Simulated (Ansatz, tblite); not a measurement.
SnO: GFN1-xTB, run from Python

These are simulated results from tblite 0.8.0, not measurements. The cell was built from a prototype and was relaxed with r2SCAN in plane waves (Ansatz 0.2.0). Not every such cell is a known phase. All runs are without spin polarisation.

Space group P6_3mc (No. 186), hexagonal; conventional cell a = 3.298 Å, c = 9.216 Å, 21.71 Å³ an atom. Sn has 3 O at 2.16 Å; O has 3 Sn at 2.16 Å.

tblite solves periodic systems at the zone centre alone, so the script builds a cluster of 3×3×1 conventional cells (36 atoms), which folds in a coarse mesh of k points.

Input script:

```python
import json
from ase import Atoms
from ase.build import make_supercell
from ase.units import Bohr, GPa, Hartree
from tblite.interface import Calculator

atoms = Atoms(['Sn', 'Sn', 'O', 'O'],
              cell=[[3.298156, 0.0, -0.0], [-1.649078, 2.856287, 0.0], [-0.0, 0.0, 9.21637]],
              scaled_positions=[[0.333333, 0.666667, -0.006637], [0.666667, 0.333333, 0.493363], [0.333333, 0.666667, 0.381637], [0.666667, 0.333333, 0.881637]],
              pbc=True)
cluster = make_supercell(atoms, [[3, 0, 0], [0, 3, 0], [0, 0, 1]])
calc = Calculator('GFN1-xTB', cluster.numbers, cluster.positions / Bohr, lattice=cluster.cell[:] / Bohr, periodic=cluster.pbc)
calc.set('temperature', 0.02 / Hartree)
calc.set('max-iter', 150)
res = calc.singlepoint()
levels = res.get('orbital-energies') * Hartree
nv = round(res.get('orbital-occupations').sum() / 2)
cells = len(cluster) // len(atoms)
out = {'energy_per_cell': res.get('energy') * Hartree / cells, 'homo': levels[nv - 1], 'lumo': levels[nv],
       'stress': (-res.get('virial') * Hartree / cluster.get_volume() / GPa).tolist(), 'charges': res.get('charges')[:len(atoms)].tolist(), 'electrons': 2 * nv / cells}
json.dump(out, open('results.json', 'w'))
for key, value in out.items():
    print(key, value)
```

Command: `python run.py`. It took 1.3 s on 1 thread of AMD EPYC 7B13 (Zen 3), with other jobs on the host, peak memory 0.098 GiB.

Output:

```
------------------------------------------------------------
  cycle        total energy    energy error   density error
------------------------------------------------------------
      1     -126.9799733647  -1.2685053E+02   9.7444287E-01
      2     -131.2836488512  -4.3036755E+00   1.8974194E-01
      3     -131.3028692038  -1.9220353E-02   1.2772557E-01
      4     -131.3020501957   8.1900814E-04   2.6242284E-02
      5     -131.3009607356   1.0894600E-03   2.8903627E-02
      6     -131.3073636214  -6.4028857E-03   3.9368988E-03
      7     -131.3074809879  -1.1736655E-04   2.2502984E-04
      8     -131.3074813819  -3.9393220E-07   5.6509450E-06
------------------------------------------------------------

 total:                                   0.705 sec
energy_per_cell -397.0065070855178
homo -13.704838139706114
lumo -10.009283431440013
stress [[-4.6774018179723775, -0.0003131635110762752, -4.688274436300565e-06], [-0.0003131635110763134, -4.677767207959844, 2.7067762147589313e-06], [-4.688274436297855e-06, 2.7067762147086692e-06, -2.9442283244878196]]
charges [0.5755175149798498, 0.5755173602075793, -0.5755167857923595, -0.5755170572378299]
electrons 20.0
```

The cycle table is in hartree for the whole cluster, and the lines after it are in eV (the energy for one cell). The printed stress is in GPa and positive in compression, and the pressure is its mean diagonal.

GFN1-xTB gives a gap of 3.70 eV. On the same cell, plane-wave PBE (Ansatz, 12×12×4 k points and the special points) gives a gap of 1.39 eV and r2SCAN a gap of 1.60 eV; on shared hosts these took about 8.7 and 20 core-seconds on the 4-atom cell, against 1.3 for the script. Spin-orbit coupling, left out in all these runs, can cut or reorder the gap by tenths of an eV, up to about 1 eV with Pb or Bi. xTB was fitted to molecules, so gaps, charges and pressures of solids can be far off, and the gap also depends on the size of the cluster.

The same script was run on cells scaled at fixed shape and fractional coordinates:

| volume (Å³/atom) | energy (meV/atom) | pressure (GPa, positive in compression) | gap (eV) |
| --- | --- | --- | --- |
| 19.10 | 12.0 | 6.64 | 3.72 |
| 20.40 | -15.7 | 0.47 | 3.71 |
| 21.71 | 0.0 | -4.10 | 3.70 |
| 23.01 | 47.8 | -7.47 | 3.66 |
| 24.31 | 119.1 | -9.95 | 3.62 |

A Birch-Murnaghan fit puts the minimum at 20.52 Å³/atom, 5.5 % below the given cell, with a bulk modulus of 81.2 GPa at fixed shape.

xTB was fitted mostly to molecules, and a small cluster samples few k points, so gaps, pressures and kinks along a curve can be far from a solid's.

Spin-orbit coupling is left out, which matters wherever the heavy atoms make up the band edges.
